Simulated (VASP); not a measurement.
CdSe, 2 atoms in the cell. It takes space group F-43m (No. 216, cubic). The conventional cell has a = 6.141 Å, b = 6.141 Å, c = 6.141 Å, α = 90.00°, β = 90.00°, γ = 90.00°. Cd (site symmetry -43m) is surrounded by 4 Se at 2.66 Å. Around Se (site symmetry -43m) lie 4 Cd at 2.66 Å. Measurements of this composition are mostly on another form, of space group No. 186.

```yaml
Program: VASP 6.6.1
Task: single point
Functional: PBE
Potentials_or_basis: VASP PAW PBE potentials, release 64 (Cd_GW, Se_GW)
Cutoff: 500 eV
k_mesh: 5 × 5 × 5
Occupations: gaussian, width 0.02 eV
Spin: no spin polarisation
Further_INCAR_settings: ALGO = Fast; EDIFF = 1e-06; NBANDS = 16
```

Potentials or basis: VASP PAW PBE potentials, release 64 (Cd_GW, Se_GW).

The run is started by

```bash
$ cat potpaw_PBE.64/Cd_GW/POTCAR potpaw_PBE.64/Se_GW/POTCAR > POTCAR
$ mpirun -np 1 vasp_std > vasp.out
```

Hardware: 1 thread of AMD EPYC 7571, on a shared host.

**Question.** How long does it take, and how much memory?

**Answer.** Run time: 23 s on 1 thread of AMD EPYC 7571, on a shared host, peak memory 0.15 GiB. Counts: scf iterations 13, k points 10.
